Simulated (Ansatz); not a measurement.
# GeSb2Te4 (R3m): band gap by G0W0 on PBE, part 3 of 3

How far does one-shot GW move the PBE gap of GeSb2Te4 (R3m)?

Ansatz 0.2.0; PBE, then G0W0 on it, plane waves, PAW. Known limits of the many-body steps: finite bands, screening cutoff and k mesh; no spin-orbit coupling in G0W0; large ε∞ on the G0W0 mesh.

So far. Step 2 (The PBE band structure): Over mesh and path the gap is 0.285 eV, from k = (0.100, 0.000, 0.000) to k = (0.533, 0.467, 0.500). The least direct gap found is 0.312 eV, at k = (0.034, -0.034, 0.000). Step 3 (One-shot GW): Over 11 of 13 irreducible mesh points the G0W0 gap is 0.449 eV, from k = (-0.500, -0.500, -0.500) to k = (0.000, -0.500, -0.500). The PBE gap of this run on the mesh is 0.383 eV.

In doubt: masses and optical values from hybrid runs of this build are listed as unsure (in some of the runs), which bears on the screening that GW takes from such a start.

## 4. Spin-orbit coupling in PBE

This run has two-component orbitals with spin-orbit coupling.

This step: DFT, PBE with spin-orbit coupling, plane waves, PAW; PAW set soft_1.

Input file input.yaml:

```yaml
crystal:
  lattice:
    - [2.1547300807, 1.2440339921, 13.8970814052]
    - [-2.1547300807, 1.2440339921, 13.8970814052]
    - [0.0, -2.4880679842, 13.8970814052]
  atoms:
    - { symbol: Ge, position: [0.570457, 0.570457, 0.570457] }
    - { symbol: Sb, position: [0.426528, 0.426528, 0.426528] }
    - { symbol: Sb, position: [0.997988, 0.997988, 0.997988] }
    - { symbol: Te, position: [0.86977, 0.86977, 0.86977] }
    - { symbol: Te, position: [0.134165, 0.134165, 0.134165] }
    - { symbol: Te, position: [0.71137, 0.71137, 0.71137] }
    - { symbol: Te, position: [0.289721, 0.289721, 0.289721] }
kpoints:
  mp_grid: { grid: [6, 6, 6] }
  band_path:
    path:
      - [0.0, 0.0, 0.0]
      - [0.5, 0.5, 0.5]
      - [0.82799106, 0.17200894, 0.5]
      - [0.5, -0.17200894, 0.17200894]
      - [0.5, 0.0, 0.0]
      - [0.33600447, -0.33600447, 0.0]
      - [0.66399553, 0.0, 0.33600447]
      - [0.5, 0.0, 0.5]
      - [0.1, 0.0, 0.0]
      - [0.532799106, 0.467200894, 0.5]
      - [0.033600447, -0.033600447, 0.0]
    npoints: 1
hamiltonian:
  xc: pbe
  pseudopotentials: { kind: paw_fr, azcp: { folder: soft_1 } }
scf:
  occupations: { method: fermi_dirac, width: 0.02 }
  n_extra_bands: 12
magnetization:
  noncollinear: true
  spin_orbit: true
output:
  eigenvalues: true
  forces: true
  stress: true
```

Command:

```bash
> ansatz run input.yaml --threads 2 --pin off --max-ram 73728MiB --backend cuda --events-out ev --progress --plain --runs-dir out --devices 1 --max-vram 13GiB
```

Numbers of over 12 decimals in the logs are rounded to 6 here.

Log:

```text
[...]
GPUs: using 1 of 1 available (devices: 1).
[...]
non-collinear run that drives no moment, with spin-orbit: no starting moment large enough to seed its density (crystal.atoms[].spin), no starting occupations that ask for one, no magnetisation constraint and no magnetic field, so the semilocal B_xc is pinned to zero
[...]
GPU FFT provider: cuFFT
GPU libraries: cuBLAS 13.8.2, cuFFT 12.4.0, cuSOLVER 12.3.4
Crystal: 7 atoms, lattice volume = 223.512 Å³
Basis set: ecut = 420 eV, 4337 PW (Γ), FFT grids on a1−a3, a2−a3, a3, exchange–correlation on 60×60×192 points (8 copies of the dense FFT grid, shifted against one another)
Bands: 120, of which v1, the nominal top of the filled ones, is band 108 counted from 1 (107 counted from 0)
Symmetry: 6 space group operations + 6 with time reversal
[...]
k-points: 32 of 216 (time reversal used)
Projection manifold: j_resolved (fully-relativistic pseudo-atomic orbitals)
[...]
GPU buffer pool allocated for 86400 grid points (all kernels)
[...]
SCF iter   1: F=—  HF=-45201.057993 eV  |F-HF|=—  |Δ(HF+E_count)|=         —  Δρ=1.47e-2  dr2=1.80e0  dr2_m=0.00e0 (ungated)  ethr=3.10e-3  |M|=0.00e0 ∫|m|=0.00e0 μB  |m|>n=0.0e0 m-floor=0.0e0 τ_xc=0.0e0  β_m=0.30  ⟨swp⟩=7.5  Hψ=18348  notcnv=0
[...]
spin=Noncollinear: Resta preconditioning applied to the charge; magnetization (m_x, m_y, m_z) channels mix plain (no charge-response kernel on spin).
[...]
site 2: m = (+0.0000, +0.0000, +0.0000) μB, |m| = 0.0000 μB  (R = 1.25 Å)
  site 3: m = (+0.0000, +0.0000, +0.0000) μB, |m| = 0.0000 μB  (R = 1.18 Å)
  site 4: m = (+0.0000, +0.0000, +0.0000) μB, |m| = 0.0000 μB  (R = 1.24 Å)
  site 5: m = (+0.0000, +0.0000, +0.0000) μB, |m| = 0.0000 μB  (R = 1.30 Å)
  site 6: m = (+0.0000, +0.0000, +0.0000) μB, |m| = 0.0000 μB  (R = 1.25 Å)
Free energy (F): -45200.889443 eV
[...]
Internal energy: -45200.888804 eV  (E = F + TS)
E sigma→0 (E₀):  -45200.889123 eV
Entropy (-TS):   -0.000639 eV (-0.091 meV/atom)
Fermi energy:    8.935397 eV
[...]
--- Forces (eV/Å), atoms counted from 1 ---
  atom   1  Ge     0.00000000     0.00000000    -0.03790329
  atom   2  Sb     0.00000000     0.00000000     0.06844882
  atom   3  Sb     0.00000000     0.00000000    -0.05078938
  atom   4  Te     0.00000000    -0.00000000     0.08456941
  atom   5  Te     0.00000000     0.00000000    -0.01685493
  atom   6  Te     0.00000000    -0.00000000     0.01691305
  atom   7  Te     0.00000000    -0.00000000    -0.06436831
  max |Σ_I F_I| component: 1.54e-5 eV/Å
--- Stress (GPa, compression-positive) ---
        0.147724       0.000000      -0.000000
        0.000000       0.147724      -0.000000
       -0.000000      -0.000000       0.433291
  P = ⅓ Tr σ = 0.2429 GPa (2.429 kbar)
--- Band table (eV; the first three rows and the last of 32) ---
  k-point 0: bands = [... 104 lower, 7.9488, 7.9488, 8.6620, 8.6620, 8.9577, 8.9577, 9.4674, 9.4674, ... 8 higher]
  k-point 1: bands = [... 104 lower, 8.2598, 8.2702, 8.5754, 8.7238, 9.2827, 9.3036, 9.7053, 9.7167, ... 8 higher]
  k-point 2: bands = [... 104 lower, 7.6571, 7.6866, 7.9341, 7.9708, 9.6401, 9.6538, 10.1136, 10.1137, ... 8 higher]
  k-point 31: bands = [... 104 lower, 7.8841, 7.8841, 8.6412, 8.6412, 9.0251, 9.0251, 9.3483, 9.3483, ... 8 higher]
[key lines of the parts left out:]
SCF converged after 10 iterations
Magnetization: |M| = 0.0000 μB,  M = (+0.0000, +0.0000, +0.0000) μB
```

Elapsed: 19 s, on 1 × NVIDIA H100 80GB HBM3 (shared by 6 runs) with 2 threads of AMD EPYC 7R13 (Zen 3), shared host; peak memory 1.3 GiB; 31 s of CPU time.

Numbers from this step:

* pressure: 0.2429 GPa
* gap: 0.02224 eV
* valence top at: k = (0.167, 0.167, 0.333)
* conduction bottom at: k = (0.034, -0.034, 0.000)
* least direct gap: 0.04317 eV

Over mesh and listed points the gap is 0.022 eV, from k = (0.167, 0.167, 0.333) to k = (0.034, -0.034, 0.000). The least direct gap found is 0.043 eV, at k = (0.034, -0.034, 0.000). A gap this narrow can be one between bands that have crossed; their order was not checked. It is no wider than five times the smearing of 0.02 eV. PBE+SOC against PBE: 0.022 − 0.285 = −0.263 eV. Mesh, set of files and cutoff are the same, but the valence top and conduction bottom lie at other k points, so this need not be the shift of one pair of states. The spin-orbit run sees mesh and listed points alone, so its gap is an upper bound: the coupling can move an edge off these points, the more so as this crystal has no centre of inversion, and the change over the zone, its sign included where it is small, is not known. The order of the bands was not checked, so with a gap cut this far they may have crossed.

## 5. Side by side

Each gap is the least one over the points named; times are wall times on shared hosts, not benchmarks. A G0W0 time includes the run's own self-consistent start. Runs with listed points see these and the mesh alone, so an edge that moves elsewhere is missed. Rows marked * are further runs, not shown as steps, whose inputs differ from the G0W0 step on the same start in the columns given; solver thresholds can differ too.

| level | mesh | files, cutoff | bands summed, screening | points | gap (eV) | valence top | conduction bottom | least direct gap (eV) | time |
| --- | --- | --- | --- | --- | --- | --- | --- | --- | --- |
| PBE | 6×6×6 | soft_1 PAW, 420 eV | - | mesh and path | 0.285 | (0.100, 0.000, 0.000) | (0.533, 0.467, 0.500) | 0.312 | 17 s |
| PBE+SOC | 6×6×6 | soft_1 PAW, 420 eV | - | mesh and listed points | 0.022 | (0.167, 0.167, 0.333) | (0.034, -0.034, 0.000) | 0.043 | 19 s |
| G0W0@PBE* | 4×4×4 | soft_1 PAW, 420 eV | 222, 48 eV | 11 of 13 irreducible mesh points | 0.395 | (-0.500, -0.500, -0.500) | (0.000, -0.500, -0.500) | 0.411 | 75 s |
| G0W0@PBE* | 4×4×4 | soft_1 PAW, 420 eV | 531, 96 eV | 11 of 13 irreducible mesh points | 0.431 | (-0.500, -0.500, -0.500) | (0.000, -0.500, -0.500) | 0.442 | 2.2 min |
| G0W0@PBE | 4×4×4 | soft_1 PAW, 420 eV | 1081, 160 eV | 11 of 13 irreducible mesh points | 0.449 | (-0.500, -0.500, -0.500) | (0.000, -0.500, -0.500) | 0.465 | 5.9 min |

## 6. Outcome

```
PBE gap over mesh and path                         : 0.285 eV, from k = (0.100, 0.000, 0.000) to k = (0.533, 0.467, 0.500)
G0W0@PBE gap over 11 of 13 irreducible mesh points : 0.449 eV, from k = (-0.500, -0.500, -0.500) to k = (0.000, -0.500, -0.500)
PBE+SOC gap over mesh and listed points            : 0.022 eV
estimated limit in bands and cutoff, on this mesh  : 0.466 eV
GW settings                                        : 4×4×4 mesh, 1027 empty bands, screening to 160 eV, PAW set soft_1 files
known limits                                       : finite bands, screening cutoff and k mesh; no spin-orbit coupling in G0W0; large ε∞ on the G0W0 mesh
```

What this shows: Over 11 of 13 irreducible mesh points the G0W0 gap is 0.449 eV, from k = (-0.500, -0.500, -0.500) to k = (0.000, -0.500, -0.500). The PBE gap of this run on the mesh is 0.383 eV. The two states that bound the G0W0 gap lie that far apart at the start, so the correction of the gap is 0.449 − 0.383 = +0.066 eV. The valence state moves by 8.535 − 8.788 = −0.253 eV and the conduction state by 8.984 − 9.171 = −0.187 eV, on the run's own scale; with 222 bands the edge states move by +0.291 and +0.303 eV, so the split between the edges depends on the bands and cutoff. Over mesh and path, PBE puts the valence top at k = (0.100, 0.000, 0.000) and conduction bottom at k = (0.533, 0.467, 0.500), where no G0W0 correction was computed. The G0W0 gap over the whole zone is therefore not known from this run; at its settings it can only be equal to or under the 0.449 eV found, and no correction is carried over from another point. For the start itself the gap is 0.285 eV over mesh and path and 0.383 eV on the mesh of the G0W0 run, in runs that differ in mesh (6×6×6 and 4×4×4) and occupations. From 222 bands and 48 eV to 1081 bands and 160 eV the gap moves by 0.449 − 0.395 = +0.054 eV (rung by rung 0.395, 0.431, 0.449 eV); bands and screening cutoff rise together, so their parts are not told apart. A line in one over the bands through the two highest rungs gives 0.449 + (0.449 − 0.431) × 531 / (1081 − 531) = 0.466 eV, and through the pair below 0.431 + (0.431 − 0.395) × 222 / (531 − 222) = 0.457 eV. The two agree within 0.03 eV and the same two states bound the gap in each rung, so 0.466 eV is taken as an estimate of the limit on this mesh. G0W0 on other starts in this series, not shown as steps and not all at these settings: 0.435 eV on HSE06 (4×4×4, soft_1 PAW, 531 bands, 96 eV). PBE+SOC against PBE: 0.022 − 0.285 = −0.263 eV. Mesh, set of files and cutoff are the same, but the valence top and conduction bottom lie at other k points, so this need not be the shift of one pair of states. The spin-orbit run sees mesh and listed points alone, so its gap is an upper bound: the coupling can move an edge off these points, the more so as this crystal has no centre of inversion, and the change over the zone, its sign included where it is small, is not known. The order of the bands was not checked, so with a gap cut this far they may have crossed. What spin-orbit coupling does to the G0W0 levels was not computed, so no sum with the G0W0 gap is formed. For the G0W0 step: the program marks 1 of the 44 corrected levels as in doubt (Σc rises), neither edge state among them. The G0W0 runs are scalar-relativistic. The largest eigenvalue of the RPA ε∞ is large: 42 in G0W0@PBE (4×4×4, 1081 bands), 42 in G0W0@PBE (4×4×4, 222 bands) and 42 in G0W0@PBE (4×4×4, 531 bands). A coarse mesh can overstate it where a direct gap is narrow; the runs shown don't test that. No pair of G0W0 runs that differ in the mesh alone is shown (4×4×4 is a supercell whose nearest images lie 17 Å apart), so the error from the mesh is not known here. G0W0 is shown with one set of atomic data (soft_1 PAW), so the error from the files is not known here.

[Paths, hosts, dates, memory and timing lines, banners, echoed tables and standing remarks are left out of the program output.]

[Logs are printed without paths, hosts, clocks, repeated set-up lines and the standing remarks that a program may print on its own settings, such as how far it seeks lower states.]

[Runs of the session that timed out or met a known fault of the program may be left out.]

[Cells called generated may have been cut or substituted from an entry of the Crystallography Open Database or the Materials Project.]

[Hosts, paths, dates, database ids (printed as entryN), source tags and the programs' standing remarks are cut or masked in the printed files.]

[Where an RPA ε∞ is given, it is that of the G0W0 mesh and is not shown converged in it. Names of k-points follow the symmetry that the program found, which can be lower than the space group named. Band edges on a path are those of the sampled points; other points can move an edge, and change direct to indirect where valleys lie close.]

[Hybrid gaps are those of their k-mesh and are not shown converged in it.]
